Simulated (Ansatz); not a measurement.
A run of Ansatz 0.2.0 is set up as follows.

Contents of input.yaml:

```yaml
crystal:
  lattice:
    - [3.653659, 0.0, 0.0]
    - [0.0, 3.653659, 0.0]
    - [0.0, 0.0, 3.653659]
  atoms:
    - { symbol: Pb, position: [0.0, 0.0, 0.0] }
    - { symbol: S, position: [0.5, 0.5, 0.5] }
hamiltonian:
  xc: pbe
  pseudopotentials: { kind: paw }
kpoints:
  mp_grid: { grid: [7, 7, 7] }
  band_path:
    path:
      - [[0.0, 0.0, 0.0], [0.0, 0.5, 0.0], [0.5, 0.5, 0.0], [0.0, 0.0, 0.0], [0.5, 0.5, 0.5], [0.0, 0.5, 0.0]]
      - [[0.5, 0.5, 0.0], [0.5, 0.5, 0.5]]
    npoints: 14
scf:
  occupations: { method: fermi_dirac, width: 0.05 }
  n_extra_bands: 6
output:
  forces: true
  stress: true
  eigenvalues: true
  fatbands: false
```

Potentials or basis: Ansatz PAW.

The run is started by

```console
$ ansatz run input.yaml --threads 2 --pin off --max-ram 5632MiB --backend cpu --events-out ev --progress --plain --runs-dir out
```

(1) Estimate the band gap along the path.

(2) Predict the pressure.

## Answers

(1) none (metal or under the smearing width).

(2) 0.0 GPa.

Caveat: spin-orbit coupling is left out, which moves the levels of the heavy elements.
